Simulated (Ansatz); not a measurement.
# Notes on Sb$_{2}$Se$_{3}$

```xyz
10
Lattice="0.0000 3.9831 0.0000 7.1072 -1.9915 0.0000 0.8767 0.0000 -9.7467" Properties=species:S:1:pos:R:3 pbc="T T T"
Sb    2.0831    1.9915   -5.4417
Sb    5.9009    0.0000   -4.3050
Sb    3.6438    0.0000   -8.3696
Sb    4.3402    1.9915   -1.3771
Se    1.0413    0.0000   -6.9480
Se    6.9426    1.9915   -2.7987
Se    4.5373    1.9915   -6.4349
Se    3.4467    0.0000   -3.3118
Se    6.1613    0.0000   -9.4026
Se    1.8227    1.9915   -0.3441
```

Level: PBEsol, no spin polarisation; 420 eV; 7×7×3 Γ-centred mesh; fermi-dirac occupations (width 0.1 eV); Ansatz 0.2.0, fixed geometry.

(1) What is the formation energy?

(2) Which orbitals make up the band edges?

(3) Which atom feels the largest force, and which way?

(4) Is the cell too large or too small?

(5) Metal or insulator? Give the gap.

Origin: a known structure type with other elements, at an estimated volume, so it need not be a known compound. Caveats: no spin-orbit coupling, which can shift this gap by tenths of an eV.

Results:

(1) -0.24 eV an atom against the elements' usual phases (free molecules for gases, crystals otherwise, with no correction for O₂ or N₂), so it is bound against them; other compounds may still compete. Relaxing would lower it.

(2) Within 0.7 eV of the edges, the states project mainly on Se p (73 %) and Sb s (17 %) below the gap and on Sb p (52 %) and Se p (34 %) above it.

(3) The largest is on Sb1 (and as large on other atoms): 0.35 eV/Å, components (0.02, 0.00, 0.35). It makes 109° with the line to a nearest neighbour, Se7 at 2.65 Å.

(4) The pressure is -0.1 GPa (compression positive), so with the atoms held at these fractions the cell is close to zero pressure. The principal stresses -1.0, -0.1, 0.7 GPa differ, so its shape would change too.

(5) The gap is 0.56 eV, indirect (the least direct gap found is 0.59 eV). A semilocal functional usually gives too small a gap.
